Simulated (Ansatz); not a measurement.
The system is YN.

```xyz
2
Lattice="0.0000 2.4385 2.4385 2.4385 0.0000 2.4385 2.4385 2.4385 0.0000" Properties=species:S:1:pos:R:3 pbc="T T T"
Y     0.0000    0.0000    0.0000
N     2.4385    2.4385    2.4385
```

Base run:

```yaml
Program: Ansatz 0.2.0
Functional: PBE0
Potentials_or_basis: Ansatz PAW
Cutoff: "420 eV (not typed: the program's choice for these potentials)"
k_mesh: 6 × 6 × 6
Occupations: fermi-dirac, width 0.05 eV
Spin: no spin polarisation
```

Its results: band gap on the k mesh 1.74 eV, indirect (least direct gap 2.20 eV); pressure 0.7 GPa.

The run is repeated on the same cell with these changes: functional from PBE0 to HSE06. What comes out?

Band gap on the k mesh 1.07 eV, indirect (least direct gap 1.53 eV); pressure 0.6 GPa.

Caveats: the PAW data sets come from PBE, with cores solved anew for the run's functional, which leaves a small shift of forces and pressure; the thresholds are loose for stress.
